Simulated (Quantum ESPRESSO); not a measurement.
## KI: single point with PBE

**Experimental background.**

From a printed reference work, monograph, for a bulk crystal of KI: band gap 6.32 eV.

The system is KI.

```
I K
1.0
     0.00000    3.53277    3.53277
     3.53277    0.00000    3.53277
     3.53277    3.53277    0.00000
I K
1 1
Direct
  0.50000 0.50000 0.50000
  0.00000 0.00000 0.00000
```

```json
{
  "Program": "Quantum ESPRESSO 7.5",
  "Task": "single point",
  "Functional": "PBE",
  "Potentials or basis": "SG15 PBE 1.2",
  "Cutoff": "1020 eV",
  "Density cutoff": "4082 eV",
  "k mesh": "4 × 4 × 4",
  "Occupations": "fermi-dirac, width 0.05 eV",
  "Spin": "no spin polarisation"
}
```

```
Pressure               : 0.6 GPa
Band gap on the k mesh : 3.96 eV, direct
```

Levels at points of the mesh, in eV from the valence-band top:
```csv
k point,band 9,band 10,band 11,band 12,band 13,band 14,band 15,band 16,band 17,band 18
"(0.00, 0.00, 0.00)",-11.99,-10.51,0.00,0.00,0.00,3.96,6.50,6.50,6.50,7.22
"(0.00, 0.00, -0.50)",-11.99,-10.23,-1.32,-0.34,-0.34,5.52,7.71,8.16,8.16,8.70
"(0.00, -0.50, -0.50)",-12.01,-10.37,-1.00,-0.37,-0.37,4.94,5.77,8.10,8.70,8.81
```

It took 21 s on 1 thread of Arm Neoverse V2 (shared host), peak memory 0.09 GiB.

Against the measured gap of KI, 6.32 eV (a printed reference work, monograph), the calculated 3.96 eV is off by -2.36 eV. Spin-orbit coupling on I is left out. The value is that of PBE, without temperature or zero-point motion. Semilocal functionals fall short of measured gaps as a rule.

Caveat: spin-orbit coupling is left out, which moves the levels of the heavy elements.
